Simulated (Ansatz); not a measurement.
## Which way does HgS + GaSe ⇌ HgSe + GaS run?

Plane-wave DFT in Ansatz with scalar-relativistic PAW potentials, cutoff 420 eV, Γ-centred meshes chosen by cell and gap, Gaussian smearing with energies taken to zero width. Every cell was relaxed (cell and atoms) in a run of its own, within the symmetry of its start. Functional: PBEsol.

Total energies hold large constants for each element; a whole number of eV per atom of each element is taken off below, which cancels in a balanced reaction.

| compound | lowest structure computed | structures tried | V (Å³/atom) | gap on mesh (eV) | E (eV per formula unit, common shift removed) |
| --- | --- | --- | --- | --- | --- |
| HgS | F-43m | 4 | 25.36 | 0.00 | -0.2772 |
| GaSe | P6_3/mmc | 3 | 24.88 | 1.06 | -1.5225 |
| HgSe | F-43m | 3 | 28.85 | 0.00 | -0.6303 |
| GaS | P6_3/mmc | 2 | 22.07 | 1.73 | -1.4148 |

Work out the reaction energy at 0 K.

ΔE = E(HgSe) + E(GaS) − E(HgS) − E(GaSe) = -0.245 eV, or -24 kJ per mole of reaction (-61 meV/atom). The right side is lower: Hg takes Se and Ga takes S. All four are computed as solids; where they are solids at ordinary conditions entropy changes little. A lower structure that wasn't tried would shift the value, and mixed crystals may lie lower than either side. This functional puts HgS lowest in F-43m, which isn't its usual phase at room temperature.

Spin-orbit coupling is left out, which matters for the bands of heavy elements. Each cell of GaS, GaSe holds layers, and where no dispersion correction was added their binding is poorly described.